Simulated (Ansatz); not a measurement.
Band structure of Be2C

```
CELL_PARAMETERS angstrom
0.00000 2.16500 2.16500
2.16500 0.00000 2.16500
2.16500 2.16500 0.00000
ATOMIC_POSITIONS crystal
Be 0.25000 0.25000 0.25000
Be 0.75000 0.75000 0.75000
C 0.00000 0.00000 0.00000
```

Atom numbers follow the list: Be1, Be2, C3.

The geometry is COD entry 9009053, unchecked; take it as a test cell.

Level of theory: DFT, LDA, all-electron LAPW, scalar-relativistic (Ansatz 0.2.0).

Settings: a Γ-centred 14×14×14 k mesh, Fermi–Dirac smearing of 0.08 eV, basis error target 0.5 meV/atom, no spin polarisation.

Points in fractions of the reciprocal vectors of this cell: Γ (0, 0, 0), X (0.5, 0, 0.5), U (0.625, 0.25, 0.625), K (0.375, 0.375, 0.75), L (0.5, 0.5, 0.5), W (0.5, 0.25, 0.75). The path runs Γ–X–U–K–Γ–L–W–X. Energies are in eV from the top of the valence band; (×n) counts levels within 4 meV of each other, which need not be degenerate by symmetry.

(1) Metal or insulator at this level of theory?

(2) Tabulate bands 4 to 9, counted from the lowest band of the run, along the path.

Results:

(1) An insulator or semiconductor: gap 1.18 eV, indirect from Γ to X (0.5, 0, 0.5).

(2) 
```csv
k (1/Å),point,band 4,band 5,band 6,band 7,band 8,band 9
0.00,Γ,-14.86,0.00,0.00,0.00,4.03,4.03
0.21,,-14.75,-0.54,-0.54,-0.36,4.11,4.67
0.41,,-14.43,-1.60,-1.60,-1.26,4.34,6.02
0.62,,-13.91,-2.65,-2.65,-2.44,4.68,4.97
0.83,,-13.22,-3.76,-3.54,-3.54,3.34,5.07
1.04,,-12.41,-5.09,-4.20,-4.20,2.13,5.44
1.24,,-11.64,-6.21,-4.60,-4.60,1.42,5.71
1.45,X,-11.27,-6.69,-4.74,-4.74,1.18,5.80
1.52,,-11.27,-6.68,-4.82,-4.73,1.27,5.85
1.60,,-11.25,-6.66,-5.04,-4.68,1.50,5.98
1.67,,-11.21,-6.61,-5.37,-4.60,1.84,6.22
1.74,,-11.17,-6.54,-5.75,-4.49,2.23,6.56
1.82,,-11.13,-6.46,-6.14,-4.36,2.62,7.03
1.89,,-11.11,-6.52,-6.35,-4.19,2.98,7.61
1.96,U,-11.10,-6.84,-6.23,-4.00,3.32,8.29
2.09,,-11.12,-6.99,-6.06,-4.05,3.70,8.68
2.22,,-11.13,-7.12,-5.76,-4.32,4.45,8.66
2.34,,-11.14,-7.18,-5.43,-4.66,5.29,7.67
2.47,,-11.14,-7.18,-5.43,-4.66,5.29,7.67
2.60,,-11.13,-7.12,-5.76,-4.32,4.45,8.66
2.73,,-11.12,-6.99,-6.06,-4.05,3.70,8.68
2.85,K,-11.10,-6.84,-6.23,-4.00,3.32,8.29
3.07,,-11.39,-7.28,-5.72,-3.28,4.16,9.93
3.29,,-12.14,-6.81,-5.02,-2.41,4.91,8.32
3.51,,-13.02,-5.72,-4.12,-1.51,5.59,6.79
3.73,,-13.79,-4.25,-3.03,-0.76,5.59,5.92
3.95,,-14.38,-2.57,-1.80,-0.28,4.72,5.50
4.17,,-14.74,-0.89,-0.61,-0.06,4.20,4.65
4.39,Γ,-14.86,0.00,0.00,0.00,4.03,4.03
4.57,,-14.78,-0.75,-0.17,-0.17,4.27,4.27
4.75,,-14.54,-2.28,-0.55,-0.55,4.81,4.81
4.93,,-14.14,-3.97,-0.98,-0.98,5.28,5.28
5.11,,-13.61,-5.60,-1.35,-1.35,5.39,5.39
5.29,,-12.96,-7.05,-1.62,-1.62,5.22,5.22
5.47,,-12.32,-8.19,-1.79,-1.79,5.01,5.01
5.65,L,-12.00,-8.68,-1.84,-1.84,4.93,4.93
5.80,,-11.96,-8.63,-2.12,-1.99,4.93,5.19
5.94,,-11.84,-8.46,-2.81,-2.42,4.95,5.77
6.09,,-11.66,-8.18,-3.67,-3.04,5.04,6.32
6.23,,-11.43,-7.80,-4.50,-3.77,5.21,6.82
6.38,,-11.20,-7.32,-5.21,-4.55,5.42,7.33
6.53,,-11.01,-6.76,-5.69,-5.31,5.60,7.83
6.67,W,-10.93,-6.27,-5.86,-5.86,5.68,8.11
6.78,,-10.95,-6.21,-6.06,-5.64,5.22,8.60
6.88,,-11.01,-6.25,-6.02,-5.42,4.33,7.81
6.99,,-11.08,-6.40,-5.75,-5.21,3.39,7.12
7.09,,-11.15,-6.53,-5.41,-5.02,2.54,6.56
7.19,,-11.22,-6.62,-5.09,-4.87,1.83,6.15
7.30,,-11.26,-6.68,-4.84,-4.77,1.35,5.89
7.40,X,-11.27,-6.69,-4.74,-4.74,1.18,5.80
```
